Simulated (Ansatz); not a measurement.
# ZnO (zincite) (P6_3mc) in Ansatz: a series of runs

One crystal, ZnO (zincite), is run at these levels: revPBE+D3(BJ), revPBE+D4; tasks: relaxation of cell and atoms.

Program: Ansatz 0.2.0. These are calculated values, not measurements. Logs are shortened: lines on timing, memory, paths and dates and some standing lists are left out, and cuts for length are marked.

### 1 The structure

Symmetry: P6_3mc, No. 186, hexagonal system. Conventional cell: a = 3.249 Å, b = 3.249 Å, c = 5.206 Å, α = 90.00°, β = 90.00°, γ = 120.00°. Zn (site symmetry 3m) is surrounded by 4 O at 1.97 to 1.98 Å. O (site symmetry 3m) is surrounded by 4 Zn at 1.97 to 1.98 Å.

### 2 Relaxation of cell and atoms, revPBE+D3(BJ)

File input.yaml:

```yaml
crystal:
  lattice:
    - [3.249308, 0.0, 0.0]
    - [-1.624654, 2.8139832727, 0.0]
    - [0.0, 0.0, 5.205709]
  atoms:
    - { symbol: Zn, position: [0.6666666667, 0.3333333333, 0.0] }
    - { symbol: Zn, position: [0.3333333333, 0.6666666667, 0.5] }
    - { symbol: O, position: [0.3333333333, 0.6666666667, 0.87901] }
    - { symbol: O, position: [0.6666666667, 0.3333333333, 0.37901] }
hamiltonian:
  xc: revpbe
  pseudopotentials: { kind: paw }
  dispersion: d3bj
kpoints:
  mp_grid: { grid: [7, 7, 4] }
scf:
  occupations: { method: fermi_dirac, width: 0.05 }
output:
  forces: true
  stress: true
  eigenvalues: true
relax:
  f_tol: 0.01
  max_steps: 40
  cell: { stress_tol: 0.05 }
```

Potentials or basis: Ansatz PAW.

Started as:

```
$ ansatz run input.yaml --threads 2 --pin off --max-ram 5632MiB --backend cpu --events-out ev --progress --plain --runs-dir out
```

The program printed:

```text
Warning: RAYON_NUM_THREADS=2 ignored (pool sized by the plan → 2); use --threads N
Engine: ansatz 0.2.0, aarch64-unknown-linux-gnu
Pseudopotentials: kind: paw
Pseudopotential: Zn, paw, valence charge 12, recommended cutoff 420 eV (normal), Zn.paw.azcp
Pseudopotential: O, paw, valence charge 6, recommended cutoff 420 eV (normal), O.paw.azcp
Functional definition: revPBE
  parameter kappa = 1.245
  parameter beta = 0.06672455060314922
  exchange = pbe_x(kappa = kappa, mu = beta*pi^2/3)
  correlation = pbe_c(beta = beta)
Crystal: 4 atoms, lattice volume = 47.598 Å³
Basis set: ecut = 420 eV, 941 PW (Γ), exchange–correlation on 48×48×72 points (8 copies of the dense FFT grid, shifted against one another)
Bands: 22, of which v1, the nominal top of the filled ones, is band 18 counted from 1 (17 counted from 0)
Symmetry: 12 space group operations
Space group: P63mc (ITA 186), of the structure as read, at distance tolerance 3.6e-5 Å
k-points: 24 of 196 (time reversal used)
Non-local potential: Zn, projectors of the file, l = 0: 2, l = 1: 2, l = 2: 3, l = 3: 1
Non-local potential: O, projectors of the file, l = 0: 2, l = 1: 2, l = 2: 1
PAW form: soft (Blöchl's): semilocal exchange-correlation on the pseudo side does not see the compensation charge
PAW frozen core: Zn, regenerated for the run's functional, and the local potential with it (the file was generated under x = pbe(κ = 0.804, μ = 0.2195149727645171), c = pbe(β = 0.06672455060314922))
PAW frozen core: O, regenerated for the run's functional, and the local potential with it (the file was generated under x = pbe(κ = 0.804, μ = 0.2195149727645171), c = pbe(β = 0.06672455060314922))
PAW one-centre angular grid: Zn, 590 points (default); XC on 64 Gauss nodes
PAW one-centre angular grid: O, 110 points (default); XC on 64 Gauss nodes
Initial density: superposition of atomic densities (neutral atoms: chi_scale 0, normalization atom), corrected by the library's trained network
Initial wavefunctions: pseudopotential atomic-orbital guess
Functional: x = revpbe(κ = 1.245, μ = 0.2195149727645171), c = pbe(β = 0.06672455060314922)
SCF iter   1: F=—  HF=-7785.613019 eV  |F-HF|=—  |Δ(HF+E_count)|=         —  Δρ=4.94e-3  dr2=7.83e-3  ethr=1.77e-3  ⟨swp⟩=6.0  Hψ=2329  notcnv=0
preconditioner: auto → Resta (q_TF=auto, 2.604 Å⁻¹)  ε∞=7.4  [insulator: Δε(μ)=0.922 eV  Ē_g=12.804 eV  σ=0.050 eV  W_gap=1.00  n_scr=22 (ndim 8)  ℏωp=32.3 eV  f_vac=0.035  D(μ)=0.00/eV (n_scr^D=0)  ε∞_Penn≈7.4]
SCF iter   2: F=—  HF=-7785.612125 eV  |F-HF|=—  |Δ(HF+E_count)|=   8.94e-4  Δρ=1.24e-3  dr2=4.52e-4  ethr=2.18e-5  ⟨swp⟩=2.1  Hψ=1202  notcnv=0
SCF iter   3: F=—  HF=-7785.612024 eV  |F-HF|=—  |Δ(HF+E_count)|=   1.02e-4  Δρ=1.04e-3  dr2=3.28e-4  ethr=1.25e-6  ⟨swp⟩=2.0  Hψ=912  notcnv=0
SCF iter   4: F=—  HF=-7785.612062 eV  |F-HF|=—  |Δ(HF+E_count)|=   3.88e-5  Δρ=5.49e-4  dr2=1.87e-4  ethr=9.12e-7  ⟨swp⟩=3.0  Hψ=958  notcnv=0
SCF iter   5: F=—  HF=-7785.612041 eV  |F-HF|=—  |Δ(HF+E_count)|=   2.15e-5  Δρ=1.59e-4  dr2=1.78e-5  ethr=5.20e-7  ⟨swp⟩=2.3  Hψ=826  notcnv=0
SCF iter   6: F=—  HF=-7785.612098 eV  |F-HF|=—  |Δ(HF+E_count)|=   5.72e-5  Δρ=3.46e-5  dr2=5.80e-7  ethr=4.93e-8  ⟨swp⟩=2.0  Hψ=961  notcnv=0
SCF iter   7: F=-7785.612099 eV  HF=-7785.612099 eV  |F-HF|=1.75e-7  |Δ(HF+E_count)|=   9.55e-7  Δρ=1.11e-5  dr2=6.30e-8  ethr=2.78e-10  ⟨swp⟩=5.5  Hψ=2420  notcnv=0
SCF 1 converged in 7 iterations: F = -7785.612099 eV  dr2 = 6.30e-8
relax step   1: F+E_penalty+E_count = -7785.61209914 eV  Δ(F+E_penalty+E_count) = +0.000e0 eV  max|allowed force component| = 6.888e-2 eV/Å  Δτ_max = 0.0000 Å  P = +2.126 GPa  Ω = 47.598 Å³  (7 SCF iters, dr2 threshold 1.00e-7 eV, accepted)
Crystal: 4 atoms, lattice volume = 47.966 Å³
Initial density: handed on by an earlier stage of this run
Initial wavefunctions: those handed on with the density
iter 1 solved again at ethr=9.29e-7 eV; its pass at ethr=3.10e-3 eV (dr2=3.35e-4 eV) is discarded
SCF iter   1: F=—  HF=-7785.615055 eV  |F-HF|=—  |Δ(HF+E_count)|=         —  Δρ=9.21e-4  dr2=2.92e-4  ethr=9.29e-7  ⟨swp⟩=2.1  Hψ=2715  notcnv=0
preconditioner: auto → Resta (q_TF=auto, 2.601 Å⁻¹)  ε∞=7.4  [insulator: Δε(μ)=0.853 eV  Ē_g=12.711 eV  σ=0.050 eV  W_gap=1.00  n_scr=22 (ndim 8)  ℏωp=32.2 eV  f_vac=0.041  D(μ)=0.00/eV (n_scr^D=0)  ε∞_Penn≈7.4]
SCF iter   2: F=—  HF=-7785.615027 eV  |F-HF|=—  |Δ(HF+E_count)|=   2.79e-5  Δρ=3.36e-4  dr2=3.28e-5  ethr=8.11e-7  ⟨swp⟩=2.0  Hψ=911  notcnv=0
SCF iter   3: F=—  HF=-7785.615027 eV  |F-HF|=—  |Δ(HF+E_count)|=   4.40e-7  Δρ=1.76e-4  dr2=1.43e-5  ethr=9.11e-8  ⟨swp⟩=3.0  Hψ=1007  notcnv=0
[... 32 lines left out ...]
SCF iter   3: F=—  HF=-7785.618083 eV  |F-HF|=—  |Δ(HF+E_count)|=   2.03e-4  Δρ=7.07e-5  dr2=1.25e-7  ethr=3.80e-9  ⟨swp⟩=2.0  Hψ=866  notcnv=0
SCF iter   4: F=—  HF=-7785.618124 eV  |F-HF|=—  |Δ(HF+E_count)|=   4.10e-5  Δρ=8.11e-6  dr2=1.68e-8  ethr=3.47e-10  ⟨swp⟩=2.0  Hψ=961  notcnv=0
SCF iter   5: F=—  HF=-7785.618124 eV  |F-HF|=—  |Δ(HF+E_count)|=   1.51e-8  Δρ=2.16e-6  dr2=5.10e-10  ethr=4.67e-11  ⟨swp⟩=2.0  Hψ=912  notcnv=0
SCF iter   6: F=—  HF=-7785.618124 eV  |F-HF|=—  |Δ(HF+E_count)|=   1.41e-8  Δρ=1.15e-6  dr2=3.74e-10  ethr=1.42e-12  ⟨swp⟩=2.0  Hψ=961  notcnv=0
SCF iter   7: F=-7785.618124 eV  HF=-7785.618124 eV  |F-HF|=1.14e-10  |Δ(HF+E_count)|=   4.39e-9  Δρ=2.26e-7  dr2=2.92e-11  ethr=1.00e-12  ⟨swp⟩=3.1  Hψ=2350  notcnv=0
SCF 5 converged in 7 iterations: F = -7785.618124 eV  dr2 = 2.92e-11
relax step   5: F+E_penalty+E_count = -7785.61812419 eV  Δ(F+E_penalty+E_count) = -3.086e-3 eV  max|allowed force component| = 4.741e-3 eV/Å  Δτ_max = 0.0000 Å  P = +0.125 GPa  Ω = 48.293 Å³  stress off target by 2.00e-1 GPa  SCF on the basis re-selected at this cell (its energy is not comparable with the rows above)  (7 SCF iters)
basis re-selected at this cell: Δ(F+E_penalty+E_count) = -3.086e-3 eV, ΔP = +0.095 GPa vs the last step (what re-selecting the basis moved, of the pressure what is left beyond the Pulay correction that the steps carried, after the strain that the cell walked since its last selection, with what the two solves' SCF thresholds leave and, on support functions, any second-order correction that the steps lacked; it is no measure of the basis error at this ecutwfc). This SCF's stress stands 2.00e-1 GPa from its target on what of the cell is left free (relax.cell.stress_tol is 5.00e-2 GPa) and its largest allowed force component is 4.74e-3 eV/Å (relax.f_tol is 1.00e-2 eV/Å): not within both, so this SCF does not close the relaxation
Crystal: 4 atoms, lattice volume = 48.336 Å³
iter 1 solved again at ethr=1.13e-8 eV; its pass at ethr=3.10e-3 eV (dr2=4.05e-6 eV) is discarded
SCF iter   1: F=—  HF=-7785.617917 eV  |F-HF|=—  |Δ(HF+E_count)|=         —  Δρ=9.59e-5  dr2=3.54e-6  ethr=1.13e-8  ⟨swp⟩=2.4  Hψ=2650  notcnv=0
preconditioner: auto → Resta (q_TF=auto, 2.598 Å⁻¹)  ε∞=7.4  [insulator: Δε(μ)=0.844 eV  Ē_g=12.668 eV  σ=0.050 eV  W_gap=1.00  n_scr=22 (ndim 8)  ℏωp=32.0 eV  f_vac=0.041  D(μ)=0.00/eV (n_scr^D=0)  ε∞_Penn≈7.4]
SCF iter   2: F=—  HF=-7785.617964 eV  |F-HF|=—  |Δ(HF+E_count)|=   4.70e-5  Δρ=3.06e-5  dr2=3.47e-7  ethr=9.83e-9  ⟨swp⟩=2.0  Hψ=960  notcnv=0
SCF iter   3: F=—  HF=-7785.617964 eV  |F-HF|=—  |Δ(HF+E_count)|=   1.79e-8  Δρ=1.77e-5  dr2=1.75e-7  ethr=2.78e-10  ⟨swp⟩=4.5  Hψ=2083  notcnv=0
SCF iter   4: F=-7785.617964 eV  HF=-7785.617964 eV  |F-HF|=1.28e-8  |Δ(HF+E_count)|=   7.55e-8  Δρ=1.15e-5  dr2=4.31e-8  ethr=2.78e-10  ⟨swp⟩=5.0  Hψ=2304  notcnv=0
SCF 6 converged in 4 iterations: F = -7785.617964 eV  dr2 = 4.31e-8
relax step   6: F+E_penalty+E_count = -7785.61796448 eV  Δ(F+E_penalty+E_count) = +1.597e-4 eV  max|allowed force component| = 7.660e-5 eV/Å  Δτ_max = 0.0001 Å  P = +0.006 GPa  Ω = 48.336 Å³  energy of the carried Pulay correction = -1.827e-4 eV  (4 SCF iters, dr2 threshold 1.00e-7 eV, accepted)
iter 1 solved again at ethr=1.33e-7 eV; its pass at ethr=3.10e-3 eV (dr2=4.79e-5 eV) is discarded
SCF iter   1: F=—  HF=-7785.617942 eV  |F-HF|=—  |Δ(HF+E_count)|=         —  Δρ=1.38e-5  dr2=5.50e-8  ethr=1.33e-7  ⟨swp⟩=3.0  Hψ=3744  notcnv=0
preconditioner: auto → Resta (q_TF=auto, 2.598 Å⁻¹)  ε∞=7.4  [insulator: Δε(μ)=0.845 eV  Ē_g=12.669 eV  σ=0.050 eV  W_gap=1.00  n_scr=22 (ndim 8)  ℏωp=32.0 eV  f_vac=0.041  D(μ)=0.00/eV (n_scr^D=0)  ε∞_Penn≈7.4]
SCF iter   2: F=—  HF=-7785.617989 eV  |F-HF|=—  |Δ(HF+E_count)|=   4.66e-5  Δρ=6.82e-6  dr2=1.40e-8  ethr=1.53e-10  ⟨swp⟩=2.9  Hψ=1213  notcnv=0
SCF iter   3: F=—  HF=-7785.617989 eV  |F-HF|=—  |Δ(HF+E_count)|=   5.47e-9  Δρ=4.98e-6  dr2=7.64e-9  ethr=3.89e-11  ⟨swp⟩=2.5  Hψ=922  notcnv=0
SCF iter   4: F=—  HF=-7785.617989 eV  |F-HF|=—  |Δ(HF+E_count)|=   1.18e-8  Δρ=3.24e-6  dr2=1.90e-9  ethr=2.12e-11  ⟨swp⟩=2.0  Hψ=943  notcnv=0
SCF iter   5: F=—  HF=-7785.617989 eV  |F-HF|=—  |Δ(HF+E_count)|=  6.01e-10  Δρ=1.80e-6  dr2=4.15e-10  ethr=5.29e-12  ⟨swp⟩=2.0  Hψ=887  notcnv=0
SCF iter   6: F=—  HF=-7785.617989 eV  |F-HF|=—  |Δ(HF+E_count)|=  5.25e-10  Δρ=1.14e-6  dr2=2.24e-10  ethr=1.15e-12  ⟨swp⟩=2.2  Hψ=889  notcnv=0
SCF iter   7: F=-7785.617989 eV  HF=-7785.617989 eV  |F-HF|=4.55e-12  |Δ(HF+E_count)|=  2.78e-10  Δρ=8.62e-8  dr2=2.71e-12  ethr=1.00e-12  ⟨swp⟩=3.1  Hψ=2290  notcnv=0
SCF 7 converged in 7 iterations: F = -7785.617989 eV  dr2 = 2.71e-12
relax step   7: F+E_penalty+E_count = -7785.61798910 eV  Δ(F+E_penalty+E_count) = -2.462e-5 eV  max|allowed force component| = 7.098e-5 eV/Å  Δτ_max = 0.0000 Å  P = +0.009 GPa  Ω = 48.336 Å³  stress off target by 1.48e-2 GPa  SCF on the basis re-selected at this cell (its energy is not comparable with the rows above)  (7 SCF iters)
basis re-selected at this cell: Δ(F+E_penalty+E_count) = -2.462e-5 eV, ΔP = +0.003 GPa vs the last step (what re-selecting the basis moved, of the pressure what is left beyond the Pulay correction that the steps carried, after the strain that the cell walked since its last selection, with what the two solves' SCF thresholds leave and, on support functions, any second-order correction that the steps lacked; it is no measure of the basis error at this ecutwfc). This SCF's stress stands 1.48e-2 GPa from its target on what of the cell is left free (relax.cell.stress_tol is 5.00e-2 GPa) and its largest allowed force component is 7.10e-5 eV/Å (relax.f_tol is 1.00e-2 eV/Å): within both
SCF converged after 7 iterations
Free energy (F): -7785.617989 eV
Harris-Foulkes:  -7785.617989 eV  (|F-HF|=4.55e-12)
Internal energy: -7785.617985 eV  (E = F + TS)
E sigma→0 (E₀):  -7785.617987 eV
Entropy (-TS):   -0.000004 eV (-0.001 meV/atom)
Fermi energy:    7.581923 eV
--- Per-component energies (eV) ---
  E_band       = 63.914978
  E_kinetic    = 611.731841
  E_local      = -4027.643007  (includes V_loc(G=0)·N_el)
  E_nonlocal   = 1334.402840
  E_hartree    = 1656.669842
  E_xc         = -420.847173
  E_vxc        = -289.149883  (∫ρ·V_xc dr)
  E_paw        = -3990.373917  (= ΣΔE_a)
  E_vpaw       = -878.770674  (= ΣTr[D̂ρ^β])
  E_aug_tail   = 0.004138  (compensation charges beyond the density's cutoff)
  E_ewald      = -2947.679871
  E_disp       = -1.737923  (pairwise vdW)
  E_core_change = -0.144755  (= ΣΔE_core)
  E_smearing   = -0.000004  (= −TS)
  E_closure    = 0.000000  (closes the sum)
  Σ components = -7785.617989   (vs F -7785.617989, Δ=0.00e0)
--- Forces (eV/Å), atoms counted from 1 ---
  atom   1  Zn     0.00000000    -0.00000000    -0.00006983
  atom   2  Zn     0.00000000     0.00000000    -0.00006983
  atom   3  O     -0.00000000    -0.00000000     0.00007213
  atom   4  O     -0.00000000     0.00000000     0.00007213
  max |Σ_I F_I| component: 4.59e-6 eV/Å
--- Stress (GPa, compression-positive) ---
        0.005927       0.000000       0.000000
        0.000000       0.005927       0.000000
        0.000000       0.000000       0.014785
  P = ⅓ Tr σ = 0.0089 GPa (0.089 kbar)
--- Band table (eV; the first three rows and the last of 24) ---
  k-point 0: bands = ["-10.8860", "-10.2000", "1.5056", "1.5056", "1.5422", "1.6408", "1.6953", "1.6953", "2.6380", "2.6380", "2.8372", "2.8372", "3.1050", "6.3593", "6.3593", "7.0472", "7.1309", "7.1309", "7.9755", "12.4043", "15.3542", "20.0795"]
  k-point 1: bands = ["-10.7902", "-10.3053", "1.4246", "1.4481", "1.5221", "1.5221", "1.6551", "1.6551", "2.6768", "2.6768", "2.8188", "2.8188", "3.7350", "6.1083", "6.4745", "6.4745", "7.0206", "7.0206", "9.0930", "11.8793", "15.8355", "19.4065"]
  k-point 2: bands = ["-10.5524", "-10.5524", "1.3214", "1.3214", "1.5769", "1.5769", "1.5769", "1.5769", "2.7577", "2.7577", "2.7577", "2.7577", "4.8997", "4.8997", "6.7499", "6.7499", "6.7499", "6.7499", "10.6166", "10.6166", "17.2238", "17.2238"]
  k-point 23: bands = ["-10.0813", "-10.0813", "1.4353", "1.4353", "1.7754", "1.7754", "2.1651", "2.1651", "2.7058", "2.7058", "3.0671", "3.0671", "3.5545", "3.5545", "4.6906", "4.6906", "5.8959", "5.8959", "14.2635", "14.2635", "15.7682", "15.7682"]
--- Relaxed structure (5 steps of the walk, 5 accepted, 2 SCFs on fresh bases) ---
  F+E_penalty+E_count = -7785.61798910 eV   max|allowed force component| = 7.098e-5 eV/Å   (the final SCF, on the basis selected at the relaxed cell)
  cell:  # Å, volume = 48.3357 Å³
    - [3.2567716940520413, 0.0, 3.7413302135650343e-34]
    - [-1.6283858470260206, 2.8204470213751494, 6.840404288269524e-19]
    - [5.0718264180643835e-34, 1.265435886290465e-18, 5.26213963164786]
  atoms:
    - { symbol: Zn, position: [0.6666666666666666, 0.3333333333333333, 0.00017190501204661195] }
    - { symbol: Zn, position: [0.3333333333333333, 0.6666666666666666, 0.5001719050120466] }
    - { symbol: O, position: [0.3333333333333333, 0.6666666666666666, 0.8788380949879532] }
    - { symbol: O, position: [0.6666666666666666, 0.3333333333333333, 0.3788380949879534] }
```

It took 11 s on 2 threads of Arm Neoverse V1, shared host; peak memory 0.37 GiB.

What came out:

```yaml
Free_energy: -7785.6180 eV
Relaxed_volume: 12.08 Å³/atom
Relaxed_cell: a = 3.257 Å, b = 3.257 Å, c = 5.262 Å, α = 90.00°, β = 90.00°, γ = 120.00°
Space_group_after_relaxing_to_0.05_Å: P6_3mc (No. 186)
Energy_gained_by_relaxing: 1.5 meV/atom
Ionic_steps: 7
Pressure_after_relaxing: 0.0 GPa
Band_gap_on_the_k_mesh: 0.84 eV, direct
```

The path:
| step | energy change (eV) | largest force (eV/Å) | volume (Å³) |
| --- | --- | --- | --- |
| 1 | 0.0000 | 0.0689 | 47.60 |
| 2 | -0.0029 | 0.0419 | 47.97 |
| 3 | -0.0029 | 0.0157 | 48.29 |
| 4 | -0.0029 | 0.0043 | 48.29 |
| 5 | -0.0060 | 0.0047 | 48.29 |
| 6 | -0.0059 | 0.0001 | 48.34 |
| 7 | -0.0059 | 0.0001 | 48.34 |

Final structure:
```xyz
4
Lattice="3.2568 0.0000 0.0000 -1.6284 2.8204 0.0000 0.0000 0.0000 5.2621" Properties=species:S:1:pos:R:3 pbc="T T T"
Zn    1.6284    0.9401    0.0009
Zn    0.0000    1.8803    2.6320
O     0.0000    1.8803    4.6246
O     1.6284    0.9401    1.9935
```

Caveat: odd divisions of the mesh miss points on the zone boundary, where band edges often lie, so the gap on the mesh can be too wide; the plane-wave basis is chosen anew once the cell has moved, so the energies of steps on either side of that aren't comparable; the pressure holds a Pulay correction of +0.7 GPa for the finite cutoff; the PAW data sets come from PBE, with cores solved anew for the run's functional, which leaves a small shift of forces and pressure.

[end of part 1 of 2]
